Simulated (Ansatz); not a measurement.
# Dielectric function and optical constants of HgS (Cinnabar), part 2 of 2

Aim: the dielectric function of HgS (Cinnabar), and the optical constants that follow from it.

Ansatz 0.2.0; DFT, PBE, plane-wave PAW, default files, scalar-relativistic, independent-particle optical response without local fields.

So far. Step 2 (Ground state and bands): There is a gap, 1.41 eV on the path, so no carriers' term is needed. The cell is left with a pressure of 4.2 GPa and forces up to 0.34 eV/Å, as it stands unrelaxed at this level.

## (3) Spectrum

The spectrum is a sum over vertical transitions between filled and empty bands at the fixed density, so many empty bands are needed.

This step: DFT, PBE, plane-wave PAW, default files, scalar-relativistic, independent-particle optical response without local fields (Ansatz 0.2.0).

The input, input.yaml:

```yaml
crystal:
  lattice:
    - [4.145, 0.0, 0.0]
    - [-2.0725, 3.5896752987, 0.0]
    - [0.0, 0.0, 9.496]
  atoms:
    - { symbol: Hg, position: [0.2802, 0.2802, 0.0] }
    - { symbol: Hg, position: [0.0, 0.7198, 0.3333333333] }
    - { symbol: Hg, position: [0.7198, 0.0, 0.6666666667] }
    - { symbol: S, position: [0.5111, 0.5111, 0.5] }
    - { symbol: S, position: [0.0, 0.4889, 0.8333333333] }
    - { symbol: S, position: [0.4889, 0.0, 0.1666666667] }
kpoints:
  mp_grid: { grid: [6, 6, 3] }
scf:
  occupations: { method: fixed }
hamiltonian:
  xc: pbe
  pseudopotentials: { kind: paw }
output:
  optics:
    e_range: [0, 20]
    de: 0.05
    sigma: 0.1
    nscf_kmesh: { grid: [6, 6, 3] }
    bands: { spectra_wanted_up_to: 20 }
```

Command:

```sh
> ansatz run input.yaml --threads 4 --pin off --max-ram 8192MiB --backend cpu --events-out ev --progress --plain --runs-dir out
```

Numbers of over 12 decimals in the logs are rounded to 6 here.

What it wrote:

```text
[...]
Crystal: 6 atoms, lattice volume = 141.293 Å³
Basis set: ecut = 420 eV, 2683 PW (Γ)
Bands: 47, of which v1, the nominal top of the filled ones, is band 39 counted from 1 (38 counted from 0)
Symmetry: 6 space group operations
[...]
k-points: 17 of 108 (time reversal used)
[...]
SCF iter   1: F=—  HF=-44147.271419 eV  |F-HF|=—  |Δ(HF+E_count)|=         —  Δρ=1.48e-3  dr2=2.12e-3  ethr=1.77e-3  ⟨swp⟩=5.2  Hψ=2816  notcnv=0  defer=98
[...]
SCF iter   9: F=-44147.272436 eV  HF=-44147.272436 eV  |F-HF|=1.46e-11  |Δ(HF+E_count)|=  1.46e-11  Δρ=2.67e-8  dr2=8.48e-13  ethr=1.00e-12  ⟨swp⟩=9.7  Hψ=2946  notcnv=0
SCF 1 converged in 9 iterations: F = -44147.272436 eV  dr2 = 8.48e-13
[...]
NSCF: frozen V_eff on 17 k-points
[...]
output.optics: what the bands over the 105 summed would add to eps1, eps2 and the energy-loss function is held between a lower and an upper bound (7 Lanczos steps). eps1, eps2 and their loss function (loss_summed_bands) are given on every row as the summed bands alone make them. Along an axis, on a row where the two bounds hold the loss function to about 1 % of the greater of itself and 0.5 % of |1/eps|, its cell (loss_completed) is given, with the completed eps1 and eps2 that it is formed of (a cell that is left empty reads nan in the table and null in the record). The two bounds hold it so along every axis on all 401 rows up to 20.000 eV. [rest of the remark cut]
SCF converged after 9 iterations
Free energy (F): -44147.272436 eV
[...]
Internal energy: -44147.272436 eV  (E = F + TS)
E sigma→0 (E₀):  -44147.272436 eV
Fermi energy:    8.928011 eV
[...]
--- Band table (eV; the first three rows and the last of 17) ---
  k-point 0: bands = [... 35 lower, 7.5240, 8.5759, 8.8955, 8.8955, 10.3435, 12.2858, 12.2858, 13.8294, ... 4 higher]
  k-point 1: bands = [... 35 lower, 7.6563, 8.7956, 8.8335, 8.9280, 10.7953, 11.7515, 12.0100, 13.7336, ... 4 higher]
  k-point 2: bands = [... 35 lower, 7.8140, 8.1457, 8.5320, 8.7842, 10.8527, 12.4504, 12.7853, 13.1969, ... 4 higher]
  k-point 16: bands = [... 35 lower, 6.7839, 7.1675, 7.2421, 8.3703, 11.6067, 11.9525, 12.3288, 13.9694, ... 4 higher]
```

Elapsed: 1.8 min, on 4 threads of Intel Xeon Platinum 8488C (Sapphire Rapids), shared host; peak memory 1.5 GiB.

This step gave:

* electronic dielectric constant ε∞, mean over x, y and z (by symmetry where fewer were run): 9.205
* absorption onset, first axis (α over 10⁴ cm⁻¹, or the direct gap if that lies higher): 1.803 eV
* main peak of Im epsilon, first axis: 3.968 eV
* photocurrent from vertical transitions in a film 500 nm thick on a perfect mirror (two passes), AM1.5G, no front reflection, all carriers collected: 20.91 mA/cm²
* least direct gap on the mesh: 1.448 eV
* bands summed: 105
* spectra valid up to: 29.35 eV
* program's estimate of the k-sum error in Im epsilon: 0.07 %
* electrons in the f-sum: 47.45

The Im ε has structure finer than the step of the table below, so its rows give means over 0.5 eV, whole bins alone (the curve runs from 0 to 20 eV). Peaks (eV: height): E ∥ x or y 3.95: 17.3, 5.85: 9.16; E ∥ z 3.55: 18.6, 4.75: 15.3.

Table of Im ε by photon energy; means over each step:

| photon energy (eV) | E ∥ x or y | E ∥ z |
| --- | --- | --- |
| 1.0 | 0 | 0 |
| 1.5 | 0.111 | 0.114 |
| 2.0 | 0.450 | 0.889 |
| 2.5 | 1.94 | 3.21 |
| 3.0 | 8.24 | 16.0 |
| 3.5 | 11.6 | 17.4 |
| 4.0 | 15.1 | 15.2 |
| 4.5 | 11.7 | 12.4 |
| 5.0 | 7.06 | 10.5 |
| 5.5 | 8.15 | 8.37 |
| 6.0 | 8.42 | 5.65 |
| 6.5 | 4.98 | 3.51 |
| 7.0 | 4.28 | 3.69 |
| 7.5 | 3.94 | 4.45 |
| 8.0 | 3.17 | 3.38 |
| 8.5 | 3.17 | 2.91 |
| 9.0 | 2.91 | 3.20 |
| 9.5 | 2.91 | 3.19 |
| 10.0 | 2.72 | 2.42 |
| 10.5 | 2.12 | 1.98 |
| 11.0 | 2.07 | 1.92 |
| 11.5 | 1.93 | 1.92 |
| 12.0 | 1.88 | 1.68 |
| 12.5 | 1.56 | 1.51 |
| 13.0 | 1.67 | 1.35 |
| 13.5 | 1.22 | 0.994 |
| 14.0 | 1.06 | 0.763 |
| 14.5 | 1.09 | 0.804 |
| 15.0 | 1.15 | 0.865 |
| 15.5 | 1.01 | 0.911 |
| 16.0 | 0.950 | 1.06 |
| 16.5 | 0.953 | 1.02 |
| 17.0 | 0.896 | 0.938 |
| 17.5 | 0.757 | 0.779 |
| 18.0 | 0.769 | 0.793 |
| 18.5 | 0.834 | 0.869 |
| 19.0 | 0.805 | 0.794 |
| 19.5 | 0.754 | 0.723 |

The Re ε by photon energy:

| photon energy (eV) | E ∥ x or y | E ∥ z |
| --- | --- | --- |
| 0.0 | 8.68 | 10.3 |
| 0.5 | 8.79 | 10.4 |
| 1.0 | 9.15 | 11.0 |
| 1.5 | 10.0 | 12.2 |
| 2.0 | 11.1 | 13.9 |
| 2.5 | 14.7 | 19.3 |
| 3.0 | 15.8 | 17.2 |
| 3.5 | 10.1 | 8.88 |
| 4.0 | 5.58 | 3.18 |
| 4.5 | -0.559 | 2.47 |
| 5.0 | 0.720 | -3.03 |
| 5.5 | 1.65 | -2.03 |
| 6.0 | -1.11 | -4.51 |
| 6.5 | -1.81 | -1.61 |
| 7.0 | -0.843 | 0.254 |
| 7.5 | -0.706 | -0.829 |
| 8.0 | -0.697 | -1.23 |
| 8.5 | -0.00538 | -0.399 |
| 9.0 | -0.321 | 0.132 |
| 9.5 | -0.461 | -1.08 |
| 10.0 | -0.787 | -1.01 |
| 10.5 | -0.248 | -0.584 |
| 11.0 | -0.0879 | -0.251 |
| 11.5 | -0.137 | -0.336 |
| 12.0 | -0.247 | -0.470 |
| 12.5 | -0.0382 | -0.300 |
| 13.0 | -0.0134 | -0.337 |
| 13.5 | -0.289 | -0.399 |
| 14.0 | 0.107 | -0.0122 |
| 14.5 | 0.244 | 0.307 |
| 15.0 | 0.169 | 0.300 |
| 15.5 | 0.198 | 0.494 |
| 16.0 | 0.348 | 0.386 |
| 16.5 | 0.323 | 0.372 |
| 17.0 | 0.298 | 0.243 |
| 17.5 | 0.334 | 0.354 |
| 18.0 | 0.550 | 0.483 |
| 18.5 | 0.518 | 0.459 |
| 19.0 | 0.505 | 0.392 |
| 19.5 | 0.507 | 0.405 |
| 20.0 | 0.535 | 0.435 |

The loss function −Im 1/ε at q → 0 has structure finer than the step of the table below, so its rows give means over 1 eV, whole bins alone (the curve runs from 0 to 20 eV). Peaks (eV: height): E ∥ x or y 13.9: 0.961, 17.6: 1.12; E ∥ z 14.2: 1.32, 17.4: 1.08.

The loss function −Im 1/ε at q → 0 by energy loss; means over each step:

| energy loss (eV) | E ∥ x or y | E ∥ z |
| --- | --- | --- |
| 1 | 5.0e-5 | 2.0e-5 |
| 2 | 0.00330 | 0.00355 |
| 3 | 0.0275 | 0.0277 |
| 4 | 0.0587 | 0.0664 |
| 5 | 0.123 | 0.0923 |
| 6 | 0.126 | 0.145 |
| 7 | 0.223 | 0.256 |
| 8 | 0.297 | 0.275 |
| 9 | 0.327 | 0.310 |
| 10 | 0.382 | 0.369 |
| 11 | 0.482 | 0.497 |
| 12 | 0.554 | 0.561 |
| 13 | 0.629 | 0.698 |
| 14 | 0.916 | 1.20 |
| 15 | 0.862 | 0.984 |
| 16 | 0.945 | 0.821 |
| 17 | 0.997 | 0.980 |
| 18 | 0.915 | 0.939 |
| 19 | 0.902 | 1.00 |

The reflectivity at normal incidence has structure finer than the step of the table below, so its rows give means over 0.5 eV, whole bins alone (the curve runs from 0 to 20 eV). Peaks (eV: height): E ∥ x or y 4.00: 47.0, 6.20: 47.7, 10.05: 31.8, 13.35: 26.1; E ∥ z 4.10: 48.6, 4.85: 53.8, 5.95: 59.1, 7.90: 36.1, 9.50: 34.2.

Table of reflectivity at normal incidence by photon energy; means over each step:

| photon energy (eV) | E ∥ x or y (%) | E ∥ z (%) |
| --- | --- | --- |
| 0.5 | 24.6 | 27.8 |
| 1.0 | 25.4 | 28.8 |
| 1.5 | 27.0 | 30.8 |
| 2.0 | 29.2 | 33.6 |
| 2.5 | 34.3 | 40.3 |
| 3.0 | 38.8 | 46.5 |
| 3.5 | 39.7 | 46.7 |
| 4.0 | 44.8 | 46.7 |
| 4.5 | 44.8 | 43.6 |
| 5.0 | 34.7 | 49.2 |
| 5.5 | 35.4 | 44.9 |
| 6.0 | 43.2 | 53.2 |
| 6.5 | 40.4 | 38.7 |
| 7.0 | 33.6 | 26.6 |
| 7.5 | 32.4 | 33.1 |
| 8.0 | 29.6 | 34.4 |
| 8.5 | 25.6 | 27.8 |
| 9.0 | 25.4 | 24.9 |
| 9.5 | 25.6 | 32.6 |
| 10.0 | 28.7 | 33.0 |
| 10.5 | 24.2 | 28.5 |
| 11.0 | 22.1 | 24.1 |
| 11.5 | 21.6 | 25.2 |
| 12.0 | 22.8 | 26.0 |
| 12.5 | 19.8 | 24.4 |
| 13.0 | 20.3 | 25.5 |
| 13.5 | 23.2 | 27.4 |
| 14.0 | 15.1 | 18.1 |
| 14.5 | 12.4 | 10.5 |
| 15.0 | 13.4 | 9.69 |
| 15.5 | 12.6 | 7.51 |
| 16.0 | 10.2 | 9.60 |
| 16.5 | 10.1 | 9.94 |
| 17.0 | 10.0 | 11.1 |
| 17.5 | 8.51 | 8.74 |
| 18.0 | 6.03 | 6.90 |
| 18.5 | 6.66 | 7.77 |
| 19.0 | 6.77 | 8.26 |
| 19.5 | 6.42 | 7.69 |

Table of refractive index n and extinction k by photon energy:

| photon energy (eV) | n, E ∥ x or y | k, E ∥ x or y | n, E ∥ z | k, E ∥ z |
| --- | --- | --- | --- | --- |
| 0 | 2.95 | 0 | 3.20 | 0 |
| 1 | 3.03 | 0 | 3.31 | 0 |
| 2 | 3.34 | 0.0695 | 3.74 | 0.129 |
| 3 | 4.12 | 1.10 | 4.58 | 1.94 |
| 4 | 3.44 | 2.50 | 3.14 | 2.59 |
| 5 | 1.87 | 1.67 | 1.78 | 2.49 |
| 6 | 1.98 | 2.24 | 0.993 | 2.35 |
| 7 | 1.28 | 1.58 | 1.37 | 1.28 |
| 8 | 1.12 | 1.40 | 1.08 | 1.55 |
| 9 | 1.14 | 1.27 | 1.31 | 1.26 |
| 10 | 1.05 | 1.38 | 0.906 | 1.35 |
| 11 | 1.00 | 1.05 | 0.917 | 1.05 |
| 12 | 0.928 | 1.05 | 0.788 | 1.04 |
| 13 | 0.915 | 0.922 | 0.724 | 0.928 |
| 14 | 0.757 | 0.683 | 0.612 | 0.622 |
| 15 | 0.816 | 0.705 | 0.773 | 0.546 |
| 16 | 0.827 | 0.580 | 0.869 | 0.608 |
| 17 | 0.787 | 0.567 | 0.779 | 0.602 |
| 18 | 0.866 | 0.448 | 0.839 | 0.470 |
| 19 | 0.851 | 0.468 | 0.797 | 0.493 |
| 20 | 0.850 | 0.433 | 0.777 | 0.412 |

At chosen wavelengths:

| wavelength (nm) | n xy | k xy | R (%) xy | 1/α xy | n z | k z | R (%) z | 1/α z |
| --- | --- | --- | --- | --- | --- | --- | --- | --- |
| 1550 | 2.99 | 0.000 | 24.9 | over 1 mm | 3.27 | 0.000 | 28.2 | over 1 mm |
| 1064 | 3.06 | 0.000 | 25.7 | over 1 mm | 3.35 | 0.000 | 29.2 | over 1 mm |
| 633 | 3.32 | 0.067 | 28.8 | 747 nm | 3.72 | 0.125 | 33.2 | 402 nm |
| 532 | 3.58 | 0.082 | 31.7 | 517 nm | 4.04 | 0.134 | 36.4 | 317 nm |
| 405 | 4.01 | 1.258 | 39.9 | 26 nm | 4.37 | 2.091 | 47.4 | 15 nm |
| 308 | 3.33 | 2.513 | 46.9 | 9.8 nm | 3.09 | 2.629 | 47.7 | 9.3 nm |
| 193 | 1.35 | 1.929 | 41.6 | 8.0 nm | 1.09 | 1.699 | 40.0 | 9.0 nm |

Through 1 µm of it, D65 light comes out yellow, dark (x = 0.508, y = 0.481; 6 % transmitted). A larger true gap would move the edge to shorter wavelengths and change the colour.

At 1064 nm the birefringence n(z) − n(x) is +0.295: the crystal is uniaxial positive at this level.

The f-sum over the summed bands holds 47.4 of the cell's 78 electrons outside the frozen cores, 30 of which lie in bands more than 12 eV below the Fermi level, whose transitions come at higher energies. Up to 20 eV the strength has a mean oscillator energy of 6.2 eV, well above the main peak, so higher transitions carry much of it.

## (4) Static response with local fields

A static field by perturbation theory: the induced potential is included, and the Born charges come with it.

This step: DFT, PBE, plane-wave PAW, default files, scalar-relativistic, static field response by perturbation theory with local fields (Ansatz 0.2.0).

Edit input.yaml of step 3 so:

```diff
@@ -19,8 +19,2 @@
   pseudopotentials: { kind: paw }
-output:
-  optics:
-    e_range: [0, 20]
-    de: 0.05
-    sigma: 0.1
-    nscf_kmesh: { grid: [6, 6, 3] }
-    bands: { spectra_wanted_up_to: 20 }
+dielectric: {}
```

What it wrote:

```text
[...]
Crystal: 6 atoms, lattice volume = 141.293 Å³
Basis set: ecut = 420 eV, 2683 PW (Γ), exchange–correlation on 60×60×144 points (8 copies of the dense FFT grid, shifted against one another)
Bands: 47, of which v1, the nominal top of the filled ones, is band 39 counted from 1 (38 counted from 0)
Symmetry: 6 space group operations
k-points: 56 of 108 (irreducible under 1 space group operation, time reversal used)
[...]
SCF iter   1: F=—  HF=-44147.271093 eV  |F-HF|=—  |Δ(HF+E_count)|=         —  Δρ=1.48e-3  dr2=2.12e-3  ethr=1.77e-3  ⟨swp⟩=5.1  Hψ=9068  notcnv=0  defer=330
[...]
SCF iter   8: F=-44147.272399 eV  HF=-44147.272399 eV  |F-HF|=5.82e-11  |Δ(HF+E_count)|=   1.33e-9  Δρ=1.42e-7  dr2=3.02e-11  ethr=1.00e-12  ⟨swp⟩=9.5  Hψ=10558  notcnv=0
SCF 1 converged in 8 iterations: F = -44147.272399 eV  dr2 = 3.02e-11
[...]
DFPT response loops at Γ: preconditioner auto → Resta (q_TF=auto, 2.471 Å⁻¹)  ε∞=6.5 (no band partly filled); β = 1.00, the filter's whole step (`scf.mixing.beta` (0.50) is not read by the response loops at its default; to damp them type it under 1.00, their step now; it binds the ground state too); Broyden in place of MSR1
── the response to a field inside a basis, on 6×6×4 k-points: an SCF that follows is theirs, and a resumed run solves both again ──
Bands: 40, of which v1, the nominal top of the filled ones, is band 39 counted from 1 (38 counted from 0)
k-points: 42 of 144 (irreducible under 2 space group operations, time reversal used)
[...]
Eigensolver: Dense (42 Hₖ)
SCF iter   1: F=—  HF=-44147.160364 eV  |F-HF|=—  |Δ(HF+E_count)|=         —  Δρ=3.02e-4  dr2=3.17e-5  ethr=1.00e-1
[...]
SCF iter   4: F=-44147.160406 eV  HF=-44147.160406 eV  |F-HF|=2.86e-8  |Δ(HF+E_count)|=   1.06e-7  Δρ=4.98e-6  dr2=3.50e-8  ethr=3.86e-10
SCF 1 converged in 4 iterations: F = -44147.160406 eV  dr2 = 3.50e-8
[...]
SCF converged after 8 iterations
Free energy (F): -44147.272399 eV
[...]
Internal energy: -44147.272399 eV  (E = F + TS)
E sigma→0 (E₀):  -44147.272399 eV
Fermi energy:    8.928013 eV
[...]
--- Band table (eV; the first three rows and the last of 56) ---
  k-point 0: bands = [... 35 lower, 7.5240, 8.5759, 8.8955, 8.8955, 10.3435, 12.2858, 12.2858, 13.8293, ... 4 higher]
  k-point 1: bands = [... 35 lower, 7.6563, 8.7956, 8.8335, 8.9280, 10.7953, 11.7515, 12.0099, 13.7336, ... 4 higher]
  k-point 2: bands = [... 35 lower, 7.8140, 8.1457, 8.5320, 8.7842, 10.8527, 12.4504, 12.7853, 13.1969, ... 4 higher]
  k-point 55: bands = [... 35 lower, 7.1102, 7.2646, 8.1020, 8.3155, 11.0914, 11.3618, 12.2223, 12.8059, ... 4 higher]
--- Dielectric response (ions clamped): 3 representative field directions + reference, inside a basis on a mesh of 144 k-points (Σ response iterations 15) ---
  ε∞ (high-frequency dielectric tensor):
        7.741957    -0.000000     0.000000
       -0.000000     7.741957     0.000000
        0.000000     0.000000     9.692773
  Born effective charges Z* (e; rows j = field, columns β = displacement):
    site 0:
         2.10271   -0.37544   -0.08508
        -0.37544    1.66919    0.04912
         0.41123   -0.23742    2.27086
    site 1:
         2.10271    0.37544    0.08508
         0.37544    1.66919    0.04912
        -0.41123   -0.23742    2.27086
    site 2:
         1.45242   -0.00000    0.00000
        -0.00000    2.31948   -0.09824
         0.00000    0.47485    2.27086
    site 3:
        -2.04180    0.26994   -0.14889
         0.26994   -1.73010    0.08596
        -0.13374    0.07722   -2.27086
    site 4:
        -2.04180   -0.26994    0.14889
        -0.26994   -1.73010    0.08596
         0.13374    0.07722   -2.27086
    site 5:
        -1.57425   -0.00000   -0.00000
        -0.00000   -2.19765   -0.17192
        -0.00000   -0.15443   -2.27086
  Z* charge neutrality: 6.878e-3 e pre-enforcement
  solved inside a basis spanned on kpoints, on 6×6×4 k-points, its susceptibility summed on 14×14×6: ε∞ is read to err by 3.0e-2, Z* by 2.4e-2 e (field_mesh: kpoints solves on kpoints); Z* is corrected for what the basis lacks
```

The job ended after 58 s (4 threads; peak memory 1.9 GiB).

Read-outs, printed or worked out from the files:

| Item | Value |
| --- | --- |
| electronic dielectric constant ε∞, mean over x, y and z (by symmetry where fewer were run) | 8.392 |

ε∞ with local fields:

```
7.74 0.00 0.00
0.00 7.74 0.00
0.00 0.00 9.69
```

Diagonal elements. Born, by row:

| atom | Z*xx (e) | Z*yy (e) | Z*zz (e) |
| --- | --- | --- | --- |
| Hg1 | 2.103 | 1.669 | 2.271 |
| Hg2 | 2.103 | 1.669 | 2.271 |
| Hg3 | 1.452 | 2.319 | 2.271 |
| S4 | -2.042 | -1.73 | -2.271 |
| S5 | -2.042 | -1.73 | -2.271 |
| S6 | -1.574 | -2.198 | -2.271 |

Mean Born charges are Hg +2.01 and S -2.01, against formal valences of +2 and -2. They are far from isotropic: Hg has +1.45, +2.32 and +2.27 along x, y and z.

## (5) Results

```json
{
  "gap on the path": "1.41 eV",
  "least direct gap on the path": "1.45 eV",
  "electronic dielectric constant ε∞, mean over x, y and z (by symmetry where fewer were run) (independent particles)": "9.21",
  "absorption onset, first axis (α over 10⁴ cm⁻¹, or the direct gap if that lies higher)": "1.80 eV",
  "main peak of Im epsilon, first axis": "3.97 eV",
  "photocurrent from vertical transitions in a film 500 nm thick on a perfect mirror (two passes), AM1.5G, no front reflection, all carriers collected": "20.9 mA/cm²",
  "electronic dielectric constant ε∞, mean over x, y and z (by symmetry where fewer were run) (static response with local fields)": "8.39"
}
```

At this level (PBE, independent particles) HgS has a mean ε∞ = 9.21 (8.39 with local fields) and n = 2.99 at 1550 nm (E ∥ x); absorption sets in near 1.8 eV, and Im ε peaks at 4.0 eV (E ∥ x). The gap on the path, 1.41 eV, is indirect by a hair: the least direct gap lies 34 meV higher. The absorption coefficient passes 10⁴ cm⁻¹ at 1.80 eV, inside the visible range. Distinct maxima of Im ε, read by a parabola through the highest points, lie at 3.42 eV (12), 3.97 eV (17) and 5.86 eV (9.2) for E ∥ x or y. The static values by axis are 8.67 (xy), 10.27 (z). The f-sum over the summed bands holds 47.4 of the cell's 78 electrons outside the frozen cores, 30 of which lie in bands more than 12 eV below the Fermi level, whose transitions come at higher energies. Up to 20 eV the strength has a mean oscillator energy of 6.2 eV, well above the main peak, so higher transitions carry much of it. Through 1 µm of it, D65 light comes out yellow, dark (x = 0.508, y = 0.481; 6 % transmitted). A larger true gap would move the edge to shorter wavelengths and change the colour. At 1064 nm the birefringence n(z) − n(x) is +0.295: the crystal is uniaxial positive at this level. In the base spectrum excitons and phonon-assisted transitions are missing, and so are local fields; PBE gaps are as a rule too small, which pulls the onset down and ε∞ up, while the missing spin-orbit coupling works the other way with such heavy atoms. In the base run ε includes the program's bounded estimate of what the bands above those summed add. Spin-orbit coupling is left out although heavy atoms are present. Besides steps told in other documents, this task had 1 step that ran out of time; those not told in a step above aren't shown.

[Logs are printed without paths, hosts, clocks, repeated set-up lines and the standing remarks that a program may print on its own settings, such as how far it seeks lower states.]

[Hosts, paths, dates, database ids (printed as entryN), source tags and the programs' standing remarks are cut or masked in the printed files.]
